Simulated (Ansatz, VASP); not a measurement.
**Pd: VASP beside Ansatz**

```
CELL_PARAMETERS angstrom
0.00000 1.95939 1.95939
1.95939 0.00000 1.95939
1.95939 1.95939 0.00000
ATOMIC_POSITIONS crystal
Pd 0.00000 0.00000 0.00000
```

Change from the starting cell: volume scaled by 1.02.

Alike in both runs: task single point; functional LDA; k mesh 12 × 12 × 12; occupations fermi-dirac, width 0.05 eV; no spin polarisation.

|  | VASP | Ansatz |
| --- | --- | --- |
| version | VASP 6.6.1 | Ansatz 0.2.0 |
| potentials or method | VASP PAW LDA potentials, release 64 (Pd), cutoff 520 eV | all-electron LAPW, scalar-relativistic |

```csv
,VASP,Ansatz,Ansatz less VASP
gap on the k mesh at the Fermi level (eV),none,none,-
pressure (GPa),-11.8,-12.1,-0.28
```

A gap of «none» marks a metal or a gap that the smearing closes. Ansatz ran all-electron here, so the differences hold the error of VASP's frozen core and of both bases.
